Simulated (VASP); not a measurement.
TePb in VASP 6.6.1, single-point calculation

INCAR

```
ENCUT = 600
EDIFF = 1E-7
LCHARG = .FALSE.
NSW = 0
ISMEAR = 0
PREC = Accurate
NELM = 120
ISIF = 2
SIGMA = 0.01
LWAVE = .FALSE.
IBRION = -1
NBANDS = 17
LREAL = .FALSE.
GGA = CA
LASPH = .TRUE.
```

KPOINTS

```
KPOINTS created by Atomic Simulation Environment
0
Gamma
6 6 6
0 0 0
```

POSCAR

```
Pb Te
 1.0000000000000000
     0.0000000000000000    3.6414940559225757    3.6414940559225757
     3.6414940559225757   -0.0000000000000000    3.6414940559225757
     3.6414940559225757    3.6414940559225757   -0.0000000000000000
 Pb  Te
   1   1
Cartesian
 -0.0000000000000000 -0.0000000000000000  0.0000000000000000
  1.8207470279612878  1.8207470279612878  1.8207470279612878
```

The recommended LDA PAW datasets give the neutral cell 20 valence electrons.

Command

```
mpirun -np 1 vasp_std
```

Q: How does this run end, and what does it give?

A: It converged. Results: gap between bands v and c on the k mesh 0.60 eV; least direct gap on the k mesh 1.07 eV; pressure -1.7 GPa. Band v is the last that the valence electrons fill when counted band by band, and c is the next.

OSZICAR

```
N       E                     dE             d eps       ncg     rms          rms(c)
DAV:   1     0.163469326693E+03    0.16347E+03   -0.92726E+03   544   0.116E+03
DAV:   2     0.441099503605E+01   -0.15906E+03   -0.15459E+03   584   0.292E+02
DAV:   3    -0.794555197508E+01   -0.12357E+02   -0.12304E+02   695   0.877E+01
DAV:   4    -0.830667433339E+01   -0.36112E+00   -0.36100E+00   712   0.187E+01
DAV:   5    -0.832039545923E+01   -0.13721E-01   -0.13721E-01   766   0.298E+00    0.336E+00
DAV:   6    -0.811406923020E+01    0.20633E+00   -0.50953E-01   767   0.394E+00    0.210E+00
DAV:   7    -0.810216811472E+01    0.11901E-01   -0.92861E-02   593   0.118E+00    0.985E-01
DAV:   8    -0.810060972158E+01    0.15584E-02   -0.99319E-03   681   0.837E-01    0.154E-01
DAV:   9    -0.810045967804E+01    0.15004E-03   -0.25603E-03   709   0.341E-01    0.425E-02
DAV:  10    -0.810049066619E+01   -0.30988E-04   -0.27213E-04   620   0.938E-02    0.324E-02
DAV:  11    -0.810052165752E+01   -0.30991E-04   -0.50831E-05   588   0.326E-02    0.169E-02
DAV:  12    -0.810052132674E+01    0.33078E-06   -0.41551E-06   664   0.151E-02    0.994E-03
DAV:  13    -0.810052151170E+01   -0.18496E-06   -0.43735E-07   599   0.340E-03    0.274E-03
DAV:  14    -0.810052148193E+01    0.29770E-07   -0.12070E-07   418   0.331E-03
   1 F= -.81005215E+01 E0= -.81005215E+01  d E =-.367331E-44
```

For comparison, a separate LDA run of the intended cell, on usual settings and not on those above, gives a gap of 0.60 eV on its mesh and a pressure of -1.7 GPa.
